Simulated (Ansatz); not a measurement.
## Eigenvalues along a path: GaAs (rocksalt type)

```xyz
2
Lattice="0.0000 2.1729 2.1729 2.1729 0.0000 2.1729 2.1729 2.1729 0.0000" Properties=species:S:1:pos:R:3 pbc="T T T"
Ga    0.0000    0.0000    0.0000
As    2.1729    2.1729    2.1729
```

The cell comes from a relaxation on PAW files under the same functional, begun from a prototype that needn't be the stable phase.

Computed with Ansatz 0.2.0; functional PBEsol, scalar-relativistic. Settings: a Γ-centred 13×13×13 k mesh, Fermi–Dirac smearing of 0.08 eV, no spin polarisation. Methods: PAW: frozen-core files, cutoff 420 eV.

This run: volume at 0.55 of the series' base cell.

The PAW files were made under PBE.

Path points, in fractions of the reciprocal vectors: Γ (0.000, 0.000, 0.000), X (0.500, 0.000, 0.500), U (0.625, 0.250, 0.625), K (0.375, 0.375, 0.750), L (0.500, 0.500, 0.500), W (0.500, 0.250, 0.750). The distance column jumps between branches of the path. Levels in eV from the Fermi level; bands 6 to 16, counted from the lowest band of the run. The gap is zero, the pressure 191.4 GPa.

```
# k(1/Å) point b6 b7 b8 b9 b10 b11 b12 b13 b14 b15 b16
0.000 Γ -20.47 -16.93 -16.93 -16.93 -16.93 -16.93 -0.13 -0.13 -0.13 7.35 7.35
0.181 - -20.35 -16.96 -16.94 -16.93 -16.92 -16.92 -0.52 -0.52 -0.42 6.30 7.85
0.361 - -19.98 -17.02 -16.96 -16.92 -16.90 -16.90 -1.43 -1.43 -1.13 4.97 5.59
0.542 - -19.40 -17.08 -16.99 -16.90 -16.86 -16.86 -2.51 -2.51 -2.03 2.62 3.83
0.723 - -18.74 -17.03 -16.98 -16.87 -16.81 -16.81 -3.54 -3.54 -3.20 0.12 2.90
0.904 - -18.32 -17.07 -16.85 -16.75 -16.75 -16.36 -4.97 -4.42 -4.42 -1.45 2.19
1.084 - -18.23 -17.10 -16.83 -16.69 -16.69 -15.13 -7.21 -5.10 -5.10 -2.20 1.68
1.265 - -18.25 -17.12 -16.82 -16.65 -16.65 -13.51 -9.47 -5.52 -5.52 -2.55 1.39
1.446 X -18.26 -17.13 -16.82 -16.63 -16.63 -11.75 -11.46 -5.66 -5.66 -2.66 1.29
1.510 - -18.25 -17.13 -16.82 -16.64 -16.64 -11.74 -11.44 -5.86 -5.64 -2.49 1.37
1.574 - -18.24 -17.12 -16.83 -16.65 -16.64 -11.73 -11.38 -6.36 -5.57 -2.12 1.63
1.637 - -18.21 -17.12 -16.85 -16.67 -16.64 -11.70 -11.28 -7.00 -5.47 -1.71 2.07
1.701 - -18.18 -17.11 -16.87 -16.69 -16.64 -11.68 -11.15 -7.69 -5.32 -1.34 2.69
1.765 - -18.14 -17.10 -16.90 -16.71 -16.65 -11.65 -10.97 -8.37 -5.13 -1.02 3.46
1.829 - -18.09 -17.09 -16.93 -16.74 -16.66 -11.66 -10.77 -9.01 -4.90 -0.74 4.35
1.893 - -18.03 -17.08 -16.96 -16.77 -16.67 -11.72 -10.53 -9.54 -4.63 -0.48 5.33
1.957 U -17.97 -17.07 -16.99 -16.81 -16.67 -11.92 -10.26 -9.91 -4.33 -0.23 6.38
2.842 K -17.97 -17.07 -16.99 -16.81 -16.67 -11.92 -10.26 -9.91 -4.33 -0.23 6.38
3.034 - -17.78 -17.08 -17.05 -16.89 -16.71 -13.31 -9.90 -9.27 -3.22 0.57 8.84
3.226 - -17.63 -17.15 -17.07 -16.96 -16.75 -14.91 -9.12 -8.05 -1.86 1.54 6.86
3.417 - -17.71 -17.17 -17.14 -16.99 -16.79 -16.11 -7.95 -6.63 -0.35 2.73 5.21
3.609 - -18.39 -17.14 -17.11 -16.99 -16.83 -16.62 -6.46 -5.05 0.97 4.14 4.23
3.801 - -19.24 -17.08 -17.04 -16.98 -16.87 -16.78 -4.71 -3.39 1.11 4.94 5.74
3.992 - -19.91 -17.01 -16.98 -16.95 -16.90 -16.87 -2.79 -1.80 0.52 6.25 6.90
4.184 - -20.33 -16.95 -16.94 -16.94 -16.92 -16.91 -1.00 -0.59 0.04 6.60 7.45
4.376 Γ -20.47 -16.93 -16.93 -16.93 -16.93 -16.93 -0.13 -0.13 -0.13 7.35 7.35
4.532 - -20.38 -16.94 -16.94 -16.93 -16.92 -16.92 -0.87 -0.16 -0.16 6.74 7.52
4.689 - -20.10 -16.98 -16.98 -16.95 -16.90 -16.90 -2.57 -0.21 -0.21 5.98 7.76
4.845 - -19.64 -17.02 -17.02 -16.96 -16.87 -16.87 -4.59 -0.25 -0.25 5.33 6.81
5.002 - -19.01 -17.08 -17.08 -16.96 -16.83 -16.83 -6.65 -0.24 -0.24 4.81 5.54
5.158 - -18.26 -17.14 -17.14 -16.92 -16.79 -16.79 -8.62 -0.15 -0.15 4.40 4.41
5.315 - -17.58 -17.19 -17.19 -16.75 -16.75 -16.66 -10.42 0.03 0.03 3.47 3.47
5.471 - -17.34 -17.22 -17.22 -16.73 -16.73 -15.91 -11.94 0.24 0.24 2.79 2.79
5.628 L -17.30 -17.23 -17.23 -16.72 -16.72 -15.38 -12.69 0.34 0.34 2.52 2.52
5.756 - -17.28 -17.27 -17.22 -16.75 -16.72 -15.26 -12.64 -0.56 -0.20 2.70 2.90
5.883 - -17.38 -17.25 -17.19 -16.81 -16.72 -14.92 -12.49 -2.08 -1.40 3.00 3.24
6.011 - -17.52 -17.21 -17.14 -16.85 -16.71 -14.44 -12.24 -3.62 -2.78 3.34 3.61
6.139 - -17.65 -17.17 -17.07 -16.89 -16.70 -13.85 -11.87 -5.10 -4.19 3.74 4.07
6.267 - -17.77 -17.13 -17.01 -16.92 -16.69 -13.18 -11.37 -6.47 -5.55 4.20 4.64
6.395 - -17.86 -17.10 -16.97 -16.94 -16.66 -12.44 -10.74 -7.71 -6.82 4.70 5.29
6.522 - -17.91 -17.07 -16.96 -16.95 -16.64 -11.72 -9.97 -8.74 -7.98 5.18 5.97
6.650 W -17.93 -17.06 -16.96 -16.96 -16.63 -11.33 -9.23 -9.23 -8.85 5.41 6.35
6.741 - -17.94 -17.05 -17.00 -16.91 -16.63 -11.35 -9.71 -8.77 -8.72 4.39 6.81
6.831 - -17.99 -17.03 -17.01 -16.86 -16.63 -11.42 -10.14 -8.51 -8.17 3.07 5.61
6.921 - -18.05 -17.06 -16.97 -16.80 -16.63 -11.50 -10.52 -8.12 -7.61 1.79 4.50
7.012 - -18.11 -17.09 -16.92 -16.75 -16.63 -11.58 -10.85 -7.63 -7.06 0.57 3.49
7.102 - -18.17 -17.11 -16.88 -16.70 -16.63 -11.65 -11.11 -7.05 -6.54 -0.56 2.61
7.192 - -18.22 -17.12 -16.85 -16.67 -16.63 -11.71 -11.30 -6.45 -6.09 -1.56 1.91
7.283 - -18.25 -17.13 -16.82 -16.64 -16.63 -11.74 -11.42 -5.91 -5.78 -2.33 1.45
7.373 X -18.26 -17.13 -16.82 -16.63 -16.63 -11.75 -11.46 -5.66 -5.66 -2.66 1.29
```
